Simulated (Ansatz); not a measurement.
Zinc-blende AlSb was calculated with LDA (Ansatz, a first-principles code, plane waves, PAW).

Settings: plane-wave cutoff 520 eV, 10×10×10 k mesh, Fermi–Dirac smearing 0.01 eV, scalar-relativistic PAW data made under PBE.

Pressure at four volumes; x = ln(V/28.471 Å³). One pressure is withheld.

```json
[
 {"V (Å³/atom)": "26.763", "x": "-0.0619", "P (GPa)": "4.00"},
 {"V (Å³/atom)": "28.471", "x": "0.0000", "P (GPa)": "0.00"},
 {"V (Å³/atom)": "29.610", "x": "0.0392", "P (GPa)": "-2.03"},
 {"V (Å³/atom)": "30.179", "x": "0.0583", "P (GPa)": "?"}
]
```

Problem. Pass a parabola P(x) through the three rows shown, estimate the bulk modulus and its pressure derivative near zero pressure, and predict the withheld pressure.

Solution. Slopes between the rows: (0.00 − (4.00))/(0.0000 − (-0.0619)) = -64.62 and (-2.03 − (0.00))/(0.0392 − (0.0000)) = -51.79 GPa. Their difference over the span 0.1011 is c = 12.83/0.1011 = 126.9 GPa, so P(x) = 4.00 + (-64.62)(x − (-0.0619)) + 126.9 (x − (-0.0619))(x − (0.0000)). At the middle row B = −dP/dx = −[-64.62 + 126.9 × 0.0619] = 56.8 GPa, and B′ = dB/dP = 2c/B = 4.5. At x = 0.0583 the parabola gives -2.88 GPa; the run gives -2.89 GPa. The Birch–Murnaghan fit to the energies at all volumes has B0 = 56.4 GPa and B′ = 4.4.

Measured, for comparison: bulk modulus 58.2 GPa (temperature not stated, not corrected to a static lattice; as tabulated in Toher et al. (2017), arXiv:1611.05714). Computed less measured: bulk modulus -3.1 %.

Spin–orbit coupling is not included.
